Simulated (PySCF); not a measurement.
**Sn: equation of state with PBEsol**

Crystal: Sn.

```
Sn
1.0
    -2.94014    2.94014    1.59930
     2.94014   -2.94014    1.59930
     2.94014    2.94014   -1.59930
Sn
2
Direct
  0.00000 0.00000 0.00000
  0.75000 0.25000 0.50000
```

```yaml
Program: PySCF 2.14.0
Task: equation of state
Functional: PBEsol
Potentials_or_basis: DZVP-MOLOPT-SR/GTH-PBE (potentials made for PBE)
k_mesh: 7 × 7 × 7
Occupations: fermi-dirac, width 0.05 eV
Spin: no spin polarisation
Symmetry: yes
Density_cutoff: 50 Ha
Exponents_discarded_below_exp_to_discard: 0.02 1/bohr^2
Potentials: Sn GTH-PBE-q4
Coulomb_method: multigrid
```

The equilibrium volume is 28.57 Å³/atom (rough: see the caveat) and the bulk modulus at fixed shape and positions is 49 GPa (rough).

Energy against volume, from the lowest point:
```
volume (Å³/atom)  energy (meV/atom)
          25.991              42.31
          26.544              24.81
          27.097              12.26
          27.650               4.14
          28.203               0.00
```

Run time: 26 min on 4 threads of Arm Neoverse V2 (shared host).

Caveat: the minimum lies outside the volumes run; the potentials were made for another functional, which shifts forces and pressure; the cell was scaled at fixed shape and fractional positions, which overstates the stiffness of a crystal with free parameters, most of all of layers and chains; the basis of atomic orbitals isn't converged, which shifts pressures, moduli and gaps.
